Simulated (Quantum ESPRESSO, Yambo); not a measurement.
# Quasiparticle gap of ZnSe (Stilleite) in Yambo, part 2 of 3

Wanted: ground state, empty states, screening and self-energy for ZnSe (Stilleite).

Quantum ESPRESSO 7.5 and Yambo 5.3.0; PBE and many-body steps on it, plane waves. Known limits of the many-body steps: not at the basis limit; no spin-orbit coupling; coarse k mesh.

So far. Step 2 (Ground state): The gap is direct, at Γ. Step 3 (Bands along the symmetry lines): The gap is 1.291 eV, as in the run before at this level.

## Step 4: Empty states on the mesh, 4×4×4 mesh, 125 bands

Level of this step: DFT, PBE, plane waves, norm-conserving pseudopotentials (Quantum ESPRESSO).

The sums over transitions need many empty states on a uniform mesh; this step solves for them.

The input, pw.in:

```
&control
  calculation = 'nscf'
  prefix = 'x'
  outdir = 'o'
  pseudo_dir = 'pseudo'
/
&system
  ibrav = 0
  nat = 2
  ntyp = 2
  ecutwfc = 104.0
  nbnd = 125
  force_symmorphic = .true.
/
&electrons
  conv_thr = 1e-9
  electron_maxstep = 80
  diago_full_acc = .true.
  diago_thr_init = 5e-6
/
ATOMIC_SPECIES
  Zn 65.38 Zn.upf
  Se 78.971 Se.upf
CELL_PARAMETERS angstrom
  -0.0000000000 2.8338000000 2.8338000000
  2.8338000000 -0.0000000000 2.8338000000
  2.8338000000 2.8338000000 0.0000000000
ATOMIC_POSITIONS crystal
  Zn 0.0000000000 0.0000000000 0.0000000000
  Se 0.2500000000 0.2500000000 0.2500000000
K_POINTS automatic
  4 4 4 0 0 0
```

The run is started by

```bash
$ OMP_NUM_THREADS=1 mpirun -n 8 pw.x -nk 4 -in pw.in > pw.out
```

The log of the run:

```text
[banner, memory and clock lines left out]
Program PWSCF v.7.5 starts

     Atomic positions and unit cell read from directory:
     o/x.save/

     Message from routine setup:
     using ibrav=0 with symmetry is DISCOURAGED, use correct ibrav instead

     bravais-lattice index     =            0
     lattice parameter (alat)  =       7.5733  a.u.
     unit-cell volume          =     307.1384 (a.u.)^3
     number of atoms/cell      =            2
     number of atomic types    =            2
     number of electrons       =        44.00
     number of Kohn-Sham states=          125
     kinetic-energy cutoff     =     104.0000  Ry
     charge density cutoff     =     416.0000  Ry
     Exchange-correlation= PBE
                           (   1   4   3   4   0   0   0)

     celldm(1)=   7.573263  celldm(2)=   0.000000  celldm(3)=   0.000000
     celldm(4)=   0.000000  celldm(5)=   0.000000  celldm(6)=   0.000000

     crystal axes: (cart. coord. in units of alat)
               a(1) = (  -0.000000   0.707107   0.707107 )
               a(2) = (   0.707107  -0.000000   0.707107 )
               a(3) = (   0.707107   0.707107   0.000000 )

     reciprocal axes: (cart. coord. in units 2 pi/alat)
               b(1) = ( -0.707107  0.707107  0.707107 )
               b(2) = (  0.707107 -0.707107  0.707107 )
               b(3) = (  0.707107  0.707107 -0.707107 )
     Pseudo is Norm-conserving + core correction, Zval = 20.0
     Generated using ONCVPSP code by D. R. Hamann
     Using radial grid of 1326 points,  6 beta functions with:
     Pseudo is Norm-conserving + core correction, Zval = 24.0
     Generated using ONCVPSP code by D. R. Hamann
     Using radial grid of 1214 points,  6 beta functions with:
     Zn               20.00    65.38000     Zn( 1.00)
     Se               24.00    78.97100     Se( 1.00)

     24 Sym. Ops. (no inversion) found

   Cartesian axes

     site n.     atom                  positions (alat units)
         1        Zn     tau(   1) = (   0.0000000   0.0000000   0.0000000  )
         2        Se     tau(   2) = (   0.3535534   0.3535534   0.3535534  )

     number of k points=     8
                       cart. coord. in units 2pi/alat
        k(    1) = (   0.0000000   0.0000000   0.0000000), wk =   0.0312500
        k(    2) = (   0.1767767   0.1767767  -0.1767767), wk =   0.2500000
        k(    3) = (  -0.3535534  -0.3535534   0.3535534), wk =   0.1250000
[...]
k(    7) = (  -0.7071068   0.0000000   0.0000000), wk =   0.0937500
        k(    8) = (  -0.7071068   0.3535534   0.0000000), wk =   0.1875000

     Dense  grid:    44039 G-vectors     FFT dimensions: (  50,  50,  50)

     The potential is recalculated from file :
     o/x.save/charge-density

     Starting wfcs are   23 randomized atomic wfcs +  102 random wfcs

     Band Structure Calculation

     End of band structure calculation

          k = 0.0000 0.0000 0.0000 (  5577 PWs)   bands (ev):

  -198.4430-137.9212-137.9212-137.9212-116.4660 -70.6256 -70.6256 -70.6256
   -38.0966 -38.0966 -38.0966 -38.0925 -38.0925  -4.4790   2.2368   2.2368
     2.2368   2.6048   2.6048   8.7791   8.7791   8.7791  10.0703  14.5929
    14.5929  14.5929  18.7189  20.2713  20.2713  21.8455  21.8455  21.8455
[...]
[... 4 further rows ...]
[...]
96.4518  96.4518  96.9087  96.9087  96.9087

          k = 0.1768 0.1768-0.1768 (  5492 PWs)   bands (ev):

  -198.4430-137.9212-137.9212-137.9212-116.4660 -70.6257 -70.6257 -70.6257
[...]
[... 4 further rows ...]
[...]
99.6908 100.1928 100.4579 100.4579 101.6949

          k =-0.3536-0.3536 0.3536 (  5480 PWs)   bands (ev):

  -198.4430-137.9212-137.9212-137.9212-116.4660 -70.6257 -70.6257 -70.6257
[...]
66.8190  66.8190  66.8650  68.6406  68.6406  68.7404  68.8674  68.8674
     [... 4 further rows ...]
    95.5763  95.5763  96.3390  96.3390  96.7881  96.7946  96.8405  96.8405
    98.0513  98.0513  98.0984 100.6297 100.6297

          k = 0.3536 0.0000 0.0000 (  5457 PWs)   bands (ev):

     [... further k-points ...]

     highest occupied, lowest unoccupied level (ev):     8.7791   10.0703

     XML data file, pseudopotentials, collected wavefunctions
```

It took 6.8 s on 8 MPI ranks of Arm Neoverse V2, shared host; peak memory 0.61 GiB.

Numbers from this step:

```yaml
gap: 1.291 eV
k_of_the_valence_top: 0, 0, 0
k_of_the_conduction_bottom: 0, 0, 0
least_direct_gap: 1.291 eV
k_points_computed: 8
lowest_point_of_the_top_converged_band_above_the_valence_top: 88.1296 eV
```

On this mesh the gap is 1.291 eV.

## Step 5: Conversion and set-up

This step: Yambo 5.3.0; conversion and set-up on PBE, plane waves, norm-conserving pseudopotentials.

The states are converted to the many-body program's format and the q mesh is built.

The run is started by

```bash
$ (cd o/x.save; p2y > p2y.log; mv SAVE ../..); yambo > setup.log
```

The log of the run:

```text
 Yambo, version 5.3.0

 [02] CORE Variables Setup
 =========================

  [02.01] Unit cells
  ==================

  Cell kind             :  FCC
  Atoms in the cell     :  Zn  Se
  number of Zn atoms    :  1
  number of Se atoms    :  1

  List of atomic masses
  Mass of Zn    :  65.38000
  Mass of Se    :  78.97100

  List of atomic coordinates    : [cc]
  Zn1       :  0.000000  0.000000  0.000000  order 1
  Se1       :  2.677553  2.677553  2.677553  order 2

  Alat factors          :  5.355106  5.355106  5.355106 [a.u.]
  Direct lattice volume :  307.1384 [a.u.]
  Direct lattice vectors:  A[ 1 ]  A[ 2 ]  A[ 3 ]
   A[ 1 ]: -0.000000  1.000000  1.000000  [iru]
  -0.000000  5.355106  5.355106  [cc]
   A[ 2 ]:  1.000000 -0.000000  1.000000  [iru]
   5.355106 -0.000000  5.355106  [cc]
   A[ 3 ]:  1.000000  1.000000  0.000000  [iru]
   5.355106  5.355106  0.000000  [cc]

  Recip. lattice volume :  0.807617 [a.u.]
  Recip. lattice vectors:  B[ 1 ]  B[ 2 ]  B[ 3 ]
   B[ 1 ]: -0.500000  0.500000  0.500000  [iku]
  -0.586654  0.586654  0.586654  [cc]
   B[ 2 ]:  0.500000 -0.500000  0.500000  [iku]
   0.586654 -0.586654  0.586654  [cc]
   B[ 3 ]:  0.500000  0.500000 -0.500000  [iku]
   0.586654  0.586654 -0.586654  [cc]

  [02.02] Symmetries
  ==================

  Inversion symmetry    : yes
  Spatial inversion     : no
  Inversion index       :  25
  K-space Time-reversal : yes
  Magnetic symmetries   : no
  Time-reversal derived K-space symmetries:   25   48
  Group table correct   : yes
  Symmetries units      :  [cc]

   [S  1]:   1.0000      0.12943E-16  0.12943E-16  0.12943E-16   1.0000     -0.12943E-16 -0.12943E-16 -0.12943E-16   1.0000
   [S  2]:  -1.0000     -0.12943E-16  0.12943E-16 -0.12943E-16  -1.0000     -0.12943E-16  0.12943E-16  0.12943E-16   1.0000
   [S  3]:  -1.0000      0.12943E-16 -0.12943E-16 -0.12943E-16   1.0000      0.12943E-16  0.12943E-16 -0.12943E-16  -1.0000
[...]
[S  9]:  0.12943E-16   1.0000      0.12943E-16 -0.12943E-16  0.12943E-16   1.0000       1.0000     -0.12943E-16 -0.12943E-16
   [S 10]:  0.12943E-16  -1.0000     -0.12943E-16 -0.12943E-16 -0.12943E-16  -1.0000       1.0000      0.12943E-16  0.12943E-16
     [... 36 further rows ...]
   [S*47]:   1.0000      0.12943E-16 -0.12943E-16  0.12943E-16 -0.12943E-16  -1.0000     -0.12943E-16   1.0000      0.12943E-16
   [S*48]:   1.0000     -0.12943E-16  0.12943E-16  0.12943E-16  0.12943E-16   1.0000     -0.12943E-16  -1.0000     -0.12943E-16

  [02.03] Reciprocal space
  ========================

  nG shells         :   406
  nG charge         :   44039
  nG WFs            :   6589
  nC WFs            :   5577
  G-vecs. in first 40 shells:  [ Number ]
     1    9   15   27   51   59   65   89  113
    137   169   181   229   259   283   307   331   339
    387   411   459   531   537   561   609   645   701
[...]
1139  1211  1243  1291
  ...
[...]
K/Q-points units:
  rlu = crystal or reduced units; cc = cartesian coordinates; iku = interal k-units

  K [1]          [rlu]:  0.000000  0.000000  0.000000
         WF components:   5577
  K [2]          [rlu]:  0.33641E-17  0.33641E-17  0.25000
         WF components:   5492
  K [3]          [rlu]: -0.67283E-17 -0.67283E-17 -0.50000
         WF components:   5480
  K [4]          [rlu]: -0.60307E-17  0.25000      0.25000
         WF components:   5457
  K [5]          [rlu]: -0.10092E-16  0.25000     -0.50000
         WF components:   5486
  [... 2 further k-points ...]
  K [8]          [rlu]:  0.250000 -0.500000 -0.250000
         WF components:   5520

  [02.05] Energies & Occupations
  ==============================

  [X] === General ===
  [X] Electronic Temperature                        :  0.000000  0.000000 [eV K]
  [X] Bosonic    Temperature                        :  0.000000  0.000000 [eV K]
  [X] Finite Temperature mode                       : no
  [X] El. density                                   :  0.96675E+24 [cm-3]
  [X] Fermi Level                                   :  8.779089 [eV]

  [X] === Gaps and Widths ===
  [X] Conduction Band Min                           :  1.291205 [eV]
  [X] Valence Band Max                              :  0.000000 [eV]
  [X] Filled Bands                                  :  22
  [X] Empty Bands                                   :   23  125
  [X] Direct Gap                                    :  1.291205 [eV]
  [X] Direct Gap localized at k                     :  1
  [X] Indirect Gap                                  :  1.291205 [eV]
  [X] Indirect Gap between kpts                     :  1  1
  [X] Last valence band width                       :  2.657666 [eV]
  [X] 1st conduction band width                     :  4.197883 [eV]

  E @ K [1]:  [eV]
  -207.2221 -146.7002 -146.7002 -146.7002 -125.2451  -79.4047  -79.4047  -79.4047
  -46.87564 -46.87564 -46.87564 -46.87154 -46.87154 -13.25808  -6.54231  -6.54231
   -6.54231     -6.17424     -6.17424    -0.446839E-8 -0.217868E-8   0.00000      1.29120      5.81377
[...]
occ @ K [1]
[...]
E @ K [2]:  [eV]
[...]
occ @ K [2]
[...]
E @ K [3]:  [eV]
[...]
occ @ K [3]
[...]
E @ K [4]:  [eV]
[...]
occ @ K [4]
[...]
E @ K [5]:  [eV]
[...]
occ @ K [5]
[...]
[... 2 further k-points ...]
  E @ K [8]:  [eV]
[...]
occ @ K [8]
[...]
0.000000  0.000000  0.000000  0.000000  0.000000  0.000000  0.000000  0.000000
   0.000000  0.000000  0.000000  0.000000  0.000000  0.000000  0.000000  0.000000

 [03] Transferred momenta grid and indexing
 ==========================================

 IBZ Q-points                                      :   8
 BZ  Q-points                                      :   64

 K/Q-points units:
 rlu = crystal or reduced units; cc = cartesian coordinates; iku = interal k-units

 Q [1]          [rlu]:  0.000000  0.000000  0.000000
 Q [2]          [rlu]:  0.33641E-17  0.33641E-17  0.25000
 Q [3]          [rlu]: -0.67283E-17 -0.67283E-17 -0.50000
[...]
Q [7]          [rlu]:  0.12061E-16 -0.50000     -0.50000
 Q [8]          [rlu]:  0.250000 -0.500000 -0.250000

  [03.01] X indexes
  =================

   [03.01.01] Sigma indexes
   ========================

 [06] Game Over & Game summary
```

The job ended after 2.7 s (1 MPI rank; peak memory 0.26 GiB).

(Continued in part 3 of 3.)

[Paths, hosts, dates, memory and timing lines, banners, echoed tables and standing remarks are left out of the program output.]

[Logs are printed without paths, hosts, clocks, repeated set-up lines and the standing remarks that a program may print on its own settings, such as how far it seeks lower states.]

[Runs of the session that timed out or met a known fault of the program may be left out.]

[Hosts, paths, dates, database ids (printed as entryN), source tags and the programs' standing remarks are cut or masked in the printed files.]
